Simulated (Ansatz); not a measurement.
Take ZrO2 in the fluorite structure (space group Fm-3m, No. 225; a = 5.089 Å) as the base. Axes: x, y, z lie along the cube axes.

Computed with r2SCAN (Ansatz, an electronic-structure program; PAW; 500 eV plane waves; scalar-relativistic without spin-orbit coupling).

Before the change:

* **Shortest interatomic distance**: 4.164 bohr

The change: tensor shear ε_yz = +0.39 % (engineering shear γ = 0.0078), atoms relaxed at fixed cell.

Question: What does the calculation give for the stress after the change?

Answer: The stress (xx, yy, zz, yz, xz, xy; compression positive) comes out as (0.01, 0.01, 0.01, -0.55, 0.00, 0.00) GPa.

Question: Estimate the effect on the shortest interatomic distance.

Answer: The shortest interatomic distance decreases by 0.0079 bohr to 4.157 bohr.

Question: How does this affect the hole mass?

Answer: The hole mass comes out as 0.28 mₑ along k, 2.7 mₑ across (at X).

The levels and masses belong to the bands next to the band gap. The cells carry an imposed strain or load. Masses are band curvatures over ±0.01 Å⁻¹ around the edge. Along k means along the line from Γ to the band edge. Stability against distortions was not tested. This is not the structure that ZrO2 has at room temperature and ambient pressure.
